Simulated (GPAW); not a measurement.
# Hg (P6/mmm) in GPAW: convergence with k mesh

Aim: find how far k mesh must go before the results for Hg settle, at LDA. This setting moves, with any that are tied to it; all else stays.

Program: GPAW 26.7.0. These are calculated values, not measurements. Logs are shortened: lines on timing, memory, paths and dates and some standing lists are left out, and cuts for length are marked. The log counts tension as positive stress, the text compression.

### 1 Starting point

Symmetry: P6/mmm, No. 191, hexagonal system. Conventional cell: a = 4.540 Å, b = 4.540 Å, c = 3.870 Å, α = 90.00°, β = 90.00°, γ = 120.00°. Hg (site symmetry -6m2) is surrounded by 3 Hg at 2.62 Å. Hg (site symmetry 6/mmm) has 12 Hg at 3.26 Å as nearest neighbours.

### 2 With k mesh 2 × 2 × 2

File run.py:

```python
from ase.dft.bandgap import bandgap
from ase.io import read, write
from ase.units import GPa
from gpaw import GPAW, PW

atoms = read('POSCAR')

calc = GPAW(mode=PW(600),
            xc='LDA',
            kpts={'size': (2, 2, 2), 'gamma': True},
            occupations={'name': 'fermi-dirac', 'width': 0.05},
            nbands=30,
            convergence={'density': 1e-05, 'energy': 1e-05},
            maxiter=100,
            txt='gpaw.txt')
atoms.calc = calc
energy = atoms.get_potential_energy()
forces = atoms.get_forces()
stress = atoms.get_stress()
calc.write('gs.gpw')
write('result.traj', atoms)
print(f'Energy: {energy:.6f} eV')
print('Forces (eV/A):')
print(forces.round(4))
print('Stress (GPa):', (stress / GPa).round(3))
print('Fermi level:', round(calc.get_fermi_level(), 4), 'eV')
print(f'Gap: {bandgap(calc)[0]:.4f} eV, direct: {bandgap(calc, direct=True)[0]:.4f} eV')
```

File POSCAR:

```
Hg
1.0
    4.5400000000      0.0000000000      0.0000000000
   -2.2700000000      3.9317553332      0.0000000000
    0.0000000000      0.0000000000      3.8700000000
Hg
3
Direct
    0.6666666667      0.3333333333      0.5000000000
    0.0000000000      0.0000000000      0.0000000000
    0.3333333333      0.6666666667      0.5000000000
```

Potentials or basis: the program's PAW data sets (release 1.2.1) made for this functional, pw.

Run with:

```
$ OMP_NUM_THREADS=1 python run.py
```

gpaw.txt:

```text
__  _  _
 | _ |_)|_||  |
 |__||  | ||/\| - 26.7.0

Input parameters:
  mode=PW(ecut=600.0),
  convergence={'density': 1e-05, 'energy': 1e-05},
  kpts=MonkhorstPack(size=(2, 2, 2), gamma=True),
  maxiter=100,
  nbands=30,
  occupations=Occupations(name='fermi-dirac', width=0.05),
  xc=XC(name='LDA')

Diagonalizing LCAO Hamiltonian
Converting LCAO to pw mode

         Hg  Hg

       Hg

Atoms  # Å, Bohr magnetons
|   | symbol |         x |        y |        z |    initial magnetic moments |
|---|--------|-----------|----------|----------|-----------------------------|
| 0 |     Hg |  2.270000 | 1.310585 | 1.935000 | ( 0.0000,  0.0000,  0.0000) |
| 1 |     Hg |  0.000000 | 0.000000 | 0.000000 | ( 0.0000,  0.0000,  0.0000) |
| 2 |     Hg | -0.000000 | 2.621170 | 1.935000 | ( 0.0000,  0.0000,  0.0000) |

Unit cell  # Å
| periodic |         x |        y |        z |  lengths |     angles |
|----------|-----------|----------|----------|----------|------------|
|      yes |  4.540000 | 0.000000 | 0.000000 | 4.540000 |  90.000000 |
|      yes | -2.270000 | 3.931755 | 0.000000 | 4.540000 |  90.000000 |
|      yes |  0.000000 | 0.000000 | 3.870000 | 3.870000 | 120.000000 |

Number of symmetries: 24
Symmetry operations  # r_c * U_cc + t_c -> r_c
|    | kind |            matrix            |
|----|------|------------------------------|
|  0 |  σ   |  1, 1, 0,  0,-1, 0,  0, 0, 1 |
|  1 |  C2  |  1, 1, 0,  0,-1, 0,  0, 0,-1 |
|  2 |  C6  |  1, 1, 0, -1, 0, 0,  0, 0, 1 |
|  3 |  S6  |  1, 1, 0, -1, 0, 0,  0, 0,-1 |
|  4 |  E   |  1, 0, 0,  0, 1, 0,  0, 0, 1 |
|  5 |  σ   |  1, 0, 0,  0, 1, 0,  0, 0,-1 |
|  6 |  σ   |  1, 0, 0, -1,-1, 0,  0, 0, 1 |
|  7 |  C2  |  1, 0, 0, -1,-1, 0,  0, 0,-1 |
|  8 |  σ   |  0, 1, 0,  1, 0, 0,  0, 0, 1 |
|  9 |  C2  |  0, 1, 0,  1, 0, 0,  0, 0,-1 |
| 10 |  C3  |  0, 1, 0, -1,-1, 0,  0, 0, 1 |
| 11 |  S3  |  0, 1, 0, -1,-1, 0,  0, 0,-1 |
| 12 |  C6  |  0,-1, 0,  1, 1, 0,  0, 0, 1 |
| 13 |  S6  |  0,-1, 0,  1, 1, 0,  0, 0,-1 |
| 14 |  σ   |  0,-1, 0, -1, 0, 0,  0, 0, 1 |
| 15 |  C2  |  0,-1, 0, -1, 0, 0,  0, 0,-1 |
| 16 |  σ   | -1, 0, 0,  1, 1, 0,  0, 0, 1 |
| 17 |  C2  | -1, 0, 0,  1, 1, 0,  0, 0,-1 |
| 18 |  C2  | -1, 0, 0,  0,-1, 0,  0, 0, 1 |
| 19 |  i   | -1, 0, 0,  0,-1, 0,  0, 0,-1 |
| 20 |  C3  | -1,-1, 0,  1, 0, 0,  0, 0, 1 |
| 21 |  S3  | -1,-1, 0,  1, 0, 0,  0, 0,-1 |
| 22 |  σ   | -1,-1, 0,  0, 1, 0,  0, 0, 1 |
| 23 |  C2  | -1,-1, 0,  0, 1, 0,  0, 0,-1 |

BZ-sampling:
  Number of BZ points: 8
  Number of IBZ points: 4

  Monkhorst-Pack size: [2, 2, 2]
  Monkhorst-Pack shift: [0.25, 0.25, 0.25]

K-points  # in reciprocal-cell coordinates
|   |                                coordinates |     weight |
|---|--------------------------------------------|------------|
| 0 | (  0.00000000,   0.00000000,   0.00000000) | 0.12500000 |
| 1 | (  0.00000000,   0.00000000,   0.50000000) | 0.12500000 |
| 2 | (  0.50000000,   0.50000000,   0.00000000) | 0.37500000 |
| 3 | (  0.50000000,   0.50000000,   0.50000000) | 0.37500000 |

Plane wave coefficients: 2310
Cutoff: 600.0 eV

Spin-components: 1 (collinear spins)
Bands:           30
Projectors:      18
Spin-degeneracy: 2
Datatype:        complex128

Parallelization:
  kpt:    1
  domain: 1
  band:   1

Density:
  Valence electrons: 54.0
  Components: 1
  Grid points: [27 27 24]
  Charge: 0.0  # |e|

Potential:
  Grid points: [27 27 24]

species:
  Hg:
    name:    Mercury
    Z:       80.0
    valence: 18
    core:    62
    charge:  0.0  # [|e|]
    compensation charges:
      type: gauss
      rc: 0.41  # [Å]
      lmax: 2
    cutoffs:
      filter: 2.17  # [Å]
      core: 2.06  # [Å]
    projectors
    | kind |    occ | energy [eV] | rcut [Å] |
    |------|--------|-------------|----------|
    |   6s |  2.000 |      -7.094 |    1.307 |
    |   5p |  6.000 |     -66.817 |    1.291 |
    |   6p |  0.000 |      -1.195 |    1.291 |
    |   5d | 10.000 |     -10.099 |    1.302 |
    |    s |        |      20.118 |    1.307 |
    |    d |        |      17.112 |    1.302 |

    Using partial waves for Hg as LCAO basis

Reference energy: -1598594.883238  # eV

eigensolver:
  PPCG
  Converge bands: occupied
  niter=2

density mixing:
  MSR1-Mixer
  Pratt-step length: 0.05
  Maximum mixing coefficient: 0.75
  Old densities: 10
  SVD Regularization: 0.005
  Good broyden scale: 1.0
  Trust region scale: 1.0
  Backstep threshold: 4.0
  History deletion threshold: 6.0
  Fourier metric: weight=20.0, sigma=0.015

occupation numbers:
  Fermi-Dirac:
    width: 0.0500  # eV

poisson solver:
  ecut: 4800.0  # eV

xc functional:
  name: None

convergence criteria:
- Maximum integral of absolute [dens]ity change: 1e-05 electrons / valence electron
- Maximum [total energy] change in last 3 cyles: 1e-05 eV / valence electron
- Maximum integral of absolute [eigenst]ate change: 4e-08 eV^2 / valence electron
maximum number of iterations: 100

SCF iterations
|iter     | |      energy | eigst |  dens |
|---------|-|-------------|-------|-------|
|iter:   1| |   -5.378546 | -0.05 |       |
|iter:   2| |   -5.328335 | -1.84 | -1.49 |
|iter:   3| |   -5.169442 | -1.80 | -1.53 |
|iter:   4| |   -5.190345 | -2.88 | -2.01 |
|iter:   5| |   -5.199120 | -3.27 | -2.36 |
|iter:   6| |   -5.199044 | -4.55 | -3.37 |
|iter:   7| |   -5.199097c| -5.40 | -3.81 |
|iter:   8| |   -5.199110c| -6.20 | -4.15 |
|iter:   9| |   -5.199111c| -6.77 | -4.55 |
|iter:  10| |   -5.199111c| -7.78c| -5.27c|

Converged in 10 steps
Energy contributions relative to reference atoms: (reference = -1598594.883238)

Energy contributions:
  Kinetic:          51.625501
  Coulomb:         -37.770195
  Zero:             -6.622809
  External:          0.000000
  Xc:              -12.431598
  Entropy:          -0.000018
  Spinorbit:         0.000000
  ----------------------------
  Free energy:      -5.199120
  Extrapolated:     -5.199111

dipole moment: (-7.913539, -13.706652, -13.491365)  # |e|*Ang

Fermi level: 7.011
Eigenvalues  # (at kpt = [0.000, 0.000, 0.000])
| band index |      eig [eV] | occ [0-2] |
|------------|---------------|-----------|
|          0 |       -57.083 |     2.000 |
|        ... |               |           |
|         17 |        -0.247 |     2.000 |
|         18 |        -0.247 |     2.000 |
|         19 |         0.218 |     2.000 |
|         20 |         0.218 |     2.000 |
|         21 |         0.312 |     2.000 |
|         22 |         0.320 |     2.000 |
|         23 |         1.038 |     2.000 |
|         24 |         1.038 |     2.000 |
|         25 |         7.666 |     0.000 |
|         26 |         9.095 |     0.000 |
|         27 |         9.899 |     0.000 |
|         28 |        10.729 |     0.000 |
|         29 |        10.729 |     0.000 |

No gap
No difference between direct/indirect transitions

Forces  # eV/Ang
|        x |       y |       z |
|----------|---------|---------|
|  0.00000 | 0.00000 | 0.00000 |  # Hg   0
| -0.00000 | 0.00000 | 0.00000 |  # Hg   1
| -0.00000 | 0.00000 | 0.00000 |  # Hg   2

Stress tensor  # eV/Ang^3
|        x |        y |        z |
|----------|----------|----------|
| 0.006141 | 0.000000 | 0.000000 |
| 0.000000 | 0.006141 | 0.000000 |
| 0.000000 | 0.000000 | 0.051042 |

# Writing to gs.gpw (mode='')
```

Run time: 6.4 s. Hardware: 1 thread of Arm Neoverse V2, shared host; peak memory 0.16 GiB.

Results:

- Free energy: -5.1991 eV
- Pressure: -3.4 GPa
- Band gap on the k mesh: none (metal or under the smearing width)

### 3 With k mesh 3 × 3 × 3

Changes to run.py since step 2:

```diff
@@ -9,3 +9,3 @@
             xc='LDA',
-            kpts={'size': (2, 2, 2), 'gamma': True},
+            kpts={'size': (3, 3, 3), 'gamma': True},
             occupations={'name': 'fermi-dirac', 'width': 0.05},
```

POSCAR is that of step 2.

Potentials or basis: the program's PAW data sets (release 1.2.1) made for this functional, pw.

Run with:

```
$ OMP_NUM_THREADS=1 python run.py
```

It took 8.8 s on 1 thread of Arm Neoverse V2, shared host; peak memory 0.17 GiB.

Results:

| Property | Result |
| --- | --- |
| Free energy | -4.6350 eV |
| Pressure | 3.2 GPa |
| Band gap on the k mesh | none (metal or under the smearing width) |

### 4 With k mesh 4 × 4 × 4

Changes to run.py since step 3:

```diff
@@ -9,3 +9,3 @@
             xc='LDA',
-            kpts={'size': (3, 3, 3), 'gamma': True},
+            kpts={'size': (4, 4, 4), 'gamma': True},
             occupations={'name': 'fermi-dirac', 'width': 0.05},
```

POSCAR is that of step 3.

Run with:

```
$ OMP_NUM_THREADS=1 python run.py
```

Wall time 16 s (1 thread of Arm Neoverse V2, shared host); peak memory 0.18 GiB.

The run converged. Its results:

```
Free energy            : -4.6323 eV
Pressure               : 5.3 GPa
Band gap on the k mesh : none (metal or under the smearing width)
```

### 5 With k mesh 4 × 4 × 5

Changes to run.py since step 4:

```diff
@@ -9,3 +9,3 @@
             xc='LDA',
-            kpts={'size': (4, 4, 4), 'gamma': True},
+            kpts={'size': (4, 4, 5), 'gamma': True},
             occupations={'name': 'fermi-dirac', 'width': 0.05},
```

POSCAR is that of step 4.

Run with:

```
$ OMP_NUM_THREADS=1 python run.py
```

Wall time 16 s (1 thread of Arm Neoverse V2, shared host); peak memory 0.18 GiB.

The run converged. Its results:

| Item | Value |
| --- | --- |
| Free energy | -4.6899 eV |
| Pressure | 4.8 GPa |
| Band gap on the k mesh | none (metal or under the smearing width) |

### 6 With k mesh 5 × 5 × 5

Changes to run.py since step 5:

```diff
@@ -9,3 +9,3 @@
             xc='LDA',
-            kpts={'size': (4, 4, 5), 'gamma': True},
+            kpts={'size': (5, 5, 5), 'gamma': True},
             occupations={'name': 'fermi-dirac', 'width': 0.05},
```

POSCAR is that of step 5.

Potentials or basis: the program's PAW data sets (release 1.2.1) made for this functional, pw.

Run with:

```
$ OMP_NUM_THREADS=1 python run.py
```

Run time: 19 s. Hardware: 1 thread of Arm Neoverse V2, shared host; peak memory 0.18 GiB.

Results (log left out):

| Item | Value |
| --- | --- |
| Free energy | -4.5572 eV |
| Pressure | 5.3 GPa |
| Band gap on the k mesh | none (metal or under the smearing width) |

### 7 With k mesh 6 × 6 × 6

Changes to run.py since step 6:

```diff
@@ -9,3 +9,3 @@
             xc='LDA',
-            kpts={'size': (5, 5, 5), 'gamma': True},
+            kpts={'size': (6, 6, 6), 'gamma': True},
             occupations={'name': 'fermi-dirac', 'width': 0.05},
```

POSCAR is that of step 6.

Run with:

```
$ OMP_NUM_THREADS=1 python run.py
```

It took 33 s on 1 thread of Arm Neoverse V2, shared host; peak memory 0.19 GiB.

Results (log left out):

* Free energy: -4.6252 eV
* Pressure: 5.1 GPa
* Band gap on the k mesh: none (metal or under the smearing width)

### 8 With k mesh 8 × 8 × 8

Changes to run.py since step 7:

```diff
@@ -9,3 +9,3 @@
             xc='LDA',
-            kpts={'size': (6, 6, 6), 'gamma': True},
+            kpts={'size': (8, 8, 8), 'gamma': True},
             occupations={'name': 'fermi-dirac', 'width': 0.05},
```

POSCAR is that of step 7.

Run with:

```
$ OMP_NUM_THREADS=1 python run.py
```

Run time: 58 s. Hardware: 1 thread of Arm Neoverse V2, shared host; peak memory 0.22 GiB.

Results (log left out):

| Quantity | Value |
| --- | --- |
| Free energy | -4.6632 eV |
| Pressure | 5.3 GPa |
| Band gap on the k mesh | none (metal or under the smearing width) |

### 9 With k mesh 9 × 9 × 9

Changes to run.py since step 8:

```diff
@@ -9,3 +9,3 @@
             xc='LDA',
-            kpts={'size': (8, 8, 8), 'gamma': True},
+            kpts={'size': (9, 9, 9), 'gamma': True},
             occupations={'name': 'fermi-dirac', 'width': 0.05},
```

POSCAR is that of step 8.

Potentials or basis: the program's PAW data sets (release 1.2.1) made for this functional, pw.

Run with:

```
$ OMP_NUM_THREADS=1 python run.py
```

Run time: 69 s. Hardware: 1 thread of Arm Neoverse V2, shared host; peak memory 0.24 GiB.

It converged, with:

```
Free energy            : -4.6683 eV
Pressure               : 5.4 GPa
Band gap on the k mesh : none (metal or under the smearing width)
```

### 10 Summary

| k mesh | energy less the tightest run, at zero smearing (meV/atom) | pressure (GPa) | SCF cycles | CPU time (s) | peak memory (GiB) |
| --- | --- | --- | --- | --- | --- |
| 2 × 2 × 2 | -178.23 | -3.38 | 10 | 6.4 | 0.16 |
| 3 × 3 × 3 | 12.72 | 3.24 | 10 | 8.8 | 0.17 |
| 4 × 4 × 4 | 12.42 | 5.31 | 10 | 16 | 0.18 |
| 4 × 4 × 5 | -7.70 | 4.78 | 10 | 16 | 0.18 |
| 5 × 5 × 5 | 38.97 | 5.34 | 10 | 19 | 0.18 |
| 6 × 6 × 6 | 15.02 | 5.09 | 10 | 33 | 0.19 |
| 8 × 8 × 8 | 1.99 | 5.27 | 10 | 58 | 0.22 |
| 9 × 9 × 9 | 0.00 | 5.41 | 10 | 69 | 0.24 |

Not settled before the last step: the energy (to 1 meV/atom), the pressure (to 0.1 GPa). Meshes of other sizes hit other points, so gaps and Fermi surfaces needn't settle smoothly. The tightest run that finished is the yardstick and may itself not be fully converged.
